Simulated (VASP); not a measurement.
Input of a VASP 6.6.1 run:

File POSCAR:

```
AlAs                                    
1.0
   -0.0000000000      2.8330683440      2.8330683440
    2.8330683440     -0.0000000000      2.8330683440
    2.8330683440      2.8330683440      0.0000000000
  Al              As            
     1     1
Direct
     0.0000000000000000    0.0000000000000000    0.0000000000000000
     0.2500000000000000    0.2500000000000000    0.2500000000000000
```

Contents of INCAR.step1:

```
ALGO = Normal ; EDIFF = 1E-5
ENCUT = 520 ; GGA = PE
ISIF = 2 ; ISMEAR = 0
LASPH = T ; LREAL = F
LWAVE = T ; NELM = 100
PREC = Accurate ; SIGMA = 0.02
```

Contents of INCAR.step2:

```
ALGO = Normal ; EDIFF = 1E-6
ENCUT = 520 ; GGA = PE
HFSCREEN = 0.2 ; ISIF = 2
ISMEAR = 0 ; ISTART = 1
LASPH = T ; LCHARG = T
LHFCALC = T ; LREAL = F
LVHAR = T ; LWAVE = F
NELM = 100 ; PREC = Accurate
PRECFOCK = Fast ; SIGMA = 0.02
```

The input KPOINTS:

```
k-points
0
Gamma
  6 6 6
```

Potentials or basis: VASP PAW PBE potentials, release 64 (Al, As).

Run with:

```sh
$ cat potpaw_PBE.64/Al/POTCAR potpaw_PBE.64/As/POTCAR > POTCAR
$ cp INCAR.step1 INCAR
$ mpirun -np 1 vasp_std > vasp.out
$ cp INCAR.step2 INCAR
$ mpirun -np 1 vasp_std > vasp.out
```

(1) What does it give for the band gap on the k mesh?

(2) What does it give for the pressure?

Results:

(1) 2.11 eV, indirect (least direct gap 2.92 eV).

(2) 0.4 GPa.

Caveat: the PAW data sets were made with another functional, which shifts forces and pressure a little.
